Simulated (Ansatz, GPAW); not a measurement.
Given: the input of a run of GPAW 26.7.0 (ASE script) on Si2W. Atoms were shifted at random by some hundredths of an Å from the given cell, which wasn't relaxed again for these runs. 

run.py

```python
from ase import Atoms
from ase.dft.bandgap import bandgap
from ase.io import write
from ase.units import GPa
from ase.parallel import parprint
from gpaw import GPAW, PW, setup_paths

setup_paths.insert(0, '.')

atoms = Atoms(['W', 'Si', 'Si'],
              cell=[[-1.6069, 1.6069, 3.91495],
                    [1.6069, -1.6069, 3.91495],
                    [1.6069, 1.6069, -3.91495]],
              scaled_positions=[[0.012167, -0.001945, 0.011785],
                                [0.681647, 0.653256, 0.008292],
                                [0.334656, 0.314531, -0.026448]],
              pbc=True)

calc = GPAW(mode=PW(600),
            xc='PBEsol',
            kpts={'size': (12, 12, 12), 'gamma': True},
            occupations={'name': 'fermi-dirac', 'width': 0.05},
            nbands=23,
            convergence={'density': 1e-05, 'energy': 1e-05},
            maxiter=150,
            txt='gpaw.txt')
atoms.calc = calc
energy = atoms.get_potential_energy()
forces = atoms.get_forces()
stress = atoms.get_stress()
calc.write('gs.gpw')
write('result.traj', atoms)
parprint(f'Energy: {energy:.6f} eV')
parprint('Forces (eV/A):')
parprint(forces.round(4))
parprint('Stress (GPa):', (stress / GPa).round(3))
parprint('Fermi level:', round(calc.get_fermi_level(), 4), 'eV')
parprint(f'Gap: {bandgap(calc)[0]:.4f} eV, direct: {bandgap(calc, direct=True)[0]:.4f} eV')
```

Potentials or basis: PAW data sets generated in the run's folder for this functional, pw.

The run is started by

```bash
$ gpaw-setup -f PBEsol Si W
$ OMP_NUM_THREADS=1 mpirun -n 4 gpaw python run.py
```

Translate it to Ansatz 0.2.0. Potentials or basis there: Ansatz PAW, cutoff 420 eV.

As run (cutoffs and basis follow the program's own potentials, and thresholds, step limits or extra output files can differ):

input.yaml

```yaml
crystal:
  lattice:
    - [-1.6069, 1.6069, 3.91495]
    - [1.6069, -1.6069, 3.91495]
    - [1.6069, 1.6069, -3.91495]
  atoms:
    - { symbol: W, position: [0.012167, -0.001945, 0.011785] }
    - { symbol: Si, position: [0.681647, 0.653256, 0.008292] }
    - { symbol: Si, position: [0.334656, 0.314531, -0.026448] }
hamiltonian:
  xc: pbesol
  pseudopotentials: { kind: paw }
kpoints:
  mp_grid: { grid: [12, 12, 12] }
scf:
  occupations: { method: fermi_dirac, width: 0.05 }
output:
  forces: true
  stress: true
  eigenvalues: true
```

Potentials or basis: Ansatz PAW.

Launch:

```console
$ ansatz run input.yaml --threads 1 --pin off --max-ram 3584MiB --backend cpu --events-out ev --progress --plain --runs-dir out
```

Both were run:

|  | GPAW | Ansatz |
| --- | --- | --- |
| Pressure | -0.3 GPa | -1.0 GPa |
| Largest force | 0.933 eV/Å | 0.914 eV/Å |

Ansatz's pressure holds a Pulay term of +0.05 GPa for its cutoff of 420 eV, which the other run lacks.

Ansatz's potentials were made for PBE.

Where Ansatz's input types no cutoff or centring, it takes its own default and a Γ-centred mesh.

Pressure is positive in compression.
